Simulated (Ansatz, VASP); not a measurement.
Two plane-wave programs on Co

```
Co
1.0
     2.50740    0.00000    0.00000
    -1.25370    2.17147    0.00000
     0.00000    0.00000    4.06990
Co
2
Cartesian
  0.0000 1.4476 1.0175
  1.2537 0.7238 3.0524
```

Alike in both runs: task single point; functional PBEsol; k mesh 12 × 12 × 4; occupations gaussian, width 0.1 eV; collinear spin.

```csv
,VASP,Ansatz
version,VASP 6.6.1,Ansatz 0.2.0
potentials or method,"VASP PAW PBE potentials, release 64 (Co)","scalar-relativistic, plane waves, PAW"
plane-wave cutoff (eV),520,420
valence electrons in the cell,18,34
```

Ansatz gave:

* gap on the k mesh at the Fermi level (eV): none
* pressure (GPa): -13.0
* largest component of the traceless stress (GPa): 0.68
* net moment per atom (μB): 1.68
* size of the moment on the site where the two differ most (μB): 1.74

Problem. What did VASP give for the same quantities?

Solution. gap on the k mesh at the Fermi level (eV): none; pressure (GPa): -13.6; largest component of the traceless stress (GPa): 0.84; net moment per atom (μB): 1.67; size of the moment on the site where the two differ most (μB): 1.69.

Site moments also hang on the region over which each program counts them. A gap of «none» marks a metal or a gap that the smearing closes. The two sets of potentials don't hold the same shells in valence.

Caveats: the k mesh is coarse (spacing up to 0.39 Å⁻¹), so the values aren't converged; the PAW data sets were made with another functional, which shifts forces and pressure a little (VASP).
